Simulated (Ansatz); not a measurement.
Crystal: NiO.

```
CELL_PARAMETERS angstrom
0.00000 2.24063 2.24063
2.24063 0.00000 2.24063
2.24063 2.24063 0.00000
ATOMIC_POSITIONS crystal
Ni 0.00000 0.00000 0.00000
O 0.75000 0.75000 0.75000
```

The cell was built by a generator and needn't be a form met in nature.

| Quantity | Value |
| --- | --- |
| Program | Ansatz 0.2.0 |
| Task | relaxation of cell and atoms |
| Functional | PBE0 |
| Potentials or basis | Ansatz PAW |
| Cutoff | 420 eV (not typed: the program's choice for these potentials) |
| k mesh | 5 × 5 × 5 |
| Occupations | fermi-dirac, width 0.05 eV |
| Spin | collinear spin, ferromagnetic start |
| Starting moments | [1.0, 0.0] μB |

At the start: volume 11.25 Å³/atom.

**Question.** Where does the relaxation end?

**Answer.** It ends after 7 steps and the volume is 10.97 Å³/atom (-2.5 %); space group F-43m (No. 216, to 0.05 Å); moment 2.00 μB per cell.

The path:
```
step  energy change (eV)  largest force (eV/Å)  volume (Å³)
   1              0.0000                0.0000        22.50
   2             -0.0067                0.0000        22.22
   3             -0.0098                0.0000        21.93
   4             -0.0097                0.0000        21.94
   5             -0.0072                0.0000        21.94
   6             -0.0073                0.0000        21.93
   7             -0.0073                0.0000        21.93
```

Final structure:
```
Ni O
1.0
     0.00000    2.22171    2.22171
     2.22171    0.00000    2.22171
     2.22171    2.22171    0.00000
Ni O
1 1
Direct
  0.00000 0.00000 0.00000
  0.75000 0.75000 0.75000
```

Caveat: the k mesh is coarse (spacing up to 0.49 Å⁻¹), so the values aren't converged, least of all with exact exchange; the magnetic or orbital state may not be the lowest; the plane-wave basis is chosen anew once the cell has moved, so the energies of steps on either side of that aren't comparable; the pressure holds a Pulay correction of +0.7 GPa for the finite cutoff; a cell with one magnetic atom can't hold antiferromagnetic order, which such compounds often take; the PAW data sets come from PBE, with cores solved anew for the run's functional, which leaves a small shift of forces and pressure.
